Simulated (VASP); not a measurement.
Write the native input for VASP 6.6.1 that does the following.

* Task: single point
* Functional: PBE
* Potentials or basis: VASP PAW PBE potentials, release 64 (B, N)
* Cutoff: 520 eV
* k mesh: 1 × 1 × 1
* Occupations: gaussian, width 0.01 eV
* Spin: no spin polarisation
* Dipole correction: no
* Further INCAR settings: LREAL = Auto; ALGO = Normal; EDIFF = 1e-06; NBANDS = 126

The structure of BN lies in POSCAR:

```
BN
1.0
    0.0000000000      0.0000000000      8.3431560662
    7.5365434625     -4.3512253968      0.0000000000
    0.0000000000      8.7024507937      0.0000000000
B N
24 24
Direct
    0.2500000000      0.0000000000      0.1666666667
    0.2500000000      0.5000000000      0.1666666667
    0.2500000000      0.3333333333      0.3333333333
    0.2500000000      0.1666666667      0.5000000000
    0.2500000000      0.0000000000      0.6666666667
    0.2500000000      0.8333333333      0.3333333333
    0.2500000000      0.6666666667      0.5000000000
    0.2500000000      0.5000000000      0.6666666667
    0.2500000000      0.3333333333      0.8333333333
    0.2500000000      0.1666666667      0.0000000000
    0.2500000000      0.8333333333      0.8333333333
    0.2500000000      0.6666666667      0.0000000000
    0.7500000000      0.1666666667      0.1666666667
    0.7500000000      0.6666666667      0.1666666667
    0.7500000000      0.5000000000      0.3333333333
    0.7500000000      0.3333333333      0.5000000000
    0.7500000000      0.1666666667      0.6666666667
    0.7500000000      0.0000000000      0.3333333333
    0.7500000000      0.8333333333      0.5000000000
    0.7500000000      0.6666666667      0.6666666667
    0.7500000000      0.5000000000      0.8333333333
    0.7500000000      0.3333333333      0.0000000000
    0.7500000000      0.0000000000      0.8333333333
    0.7500000000      0.8333333333      1.0000000000
    0.7500000000      0.0000000000      0.1666666667
    0.7500000000      0.5000000000      0.1666666667
    0.7500000000      0.3333333333      0.3333333333
    0.7500000000      0.1666666667      0.5000000000
    0.7500000000      0.0000000000      0.6666666667
    0.7500000000      0.8333333333      0.3333333333
    0.7500000000      0.6666666667      0.5000000000
    0.7500000000      0.5000000000      0.6666666667
    0.7500000000      0.3333333333      0.8333333333
    0.7500000000      0.1666666667      0.0000000000
    0.7500000000      0.8333333333      0.8333333333
    0.7500000000      0.6666666667      0.0000000000
    0.2500000000      0.1666666667      0.1666666667
    0.2500000000      0.6666666667      0.1666666667
    0.2500000000      0.5000000000      0.3333333333
    0.2500000000      0.3333333333      0.5000000000
    0.2500000000      0.1666666667      0.6666666667
    0.2500000000      0.0000000000      0.3333333333
    0.2500000000      0.8333333333      0.5000000000
    0.2500000000      0.6666666667      0.6666666667
    0.2500000000      0.5000000000      0.8333333333
    0.2500000000      0.3333333333      0.0000000000
    0.2500000000      0.0000000000      0.8333333333
    0.2500000000      0.8333333333      1.0000000000
```

The cell is a database's computed one.

The cell isn't the ideal one: the perfect crystal in a cell of 48 atoms.

The input as run:

INCAR

```
  ALGO = Normal
  EDIFF = 1E-6
  ENCUT = 520
  GGA = PE
  ISIF = 2
  ISMEAR = 0
  LASPH = T
  LCHARG = F
  LREAL = Auto
  LWAVE = F
  NBANDS = 126
  NELM = 80
  PREC = Accurate
  SIGMA = 0.01
```

KPOINTS

```
k-points
0
Gamma
  1 1 1
```

Potentials or basis: VASP PAW PBE potentials, release 64 (B, N).

Launch:

```console
$ cat potpaw_PBE.64/B/POTCAR potpaw_PBE.64/N/POTCAR > POTCAR
$ mpirun -np 1 vasp_gam > vasp.out
```

It gave:

| Property | Result |
| --- | --- |
| Pressure | 1.0 GPa |
| Band gap on the k mesh | 4.33 eV |

Caveat: the k mesh is coarse (spacing up to 0.83 Å⁻¹), so the values aren't converged; an odd mesh through Γ misses points on the zone boundary, where band edges often lie; this functional lacks dispersion, which binds the layers, so the pressure and a relaxed spacing across them are unreliable.

Wall time 80 s on 1 thread of AMD EPYC 9R45 96-Core Processor (Zen 5) (shared host), peak memory 0.55 GiB.
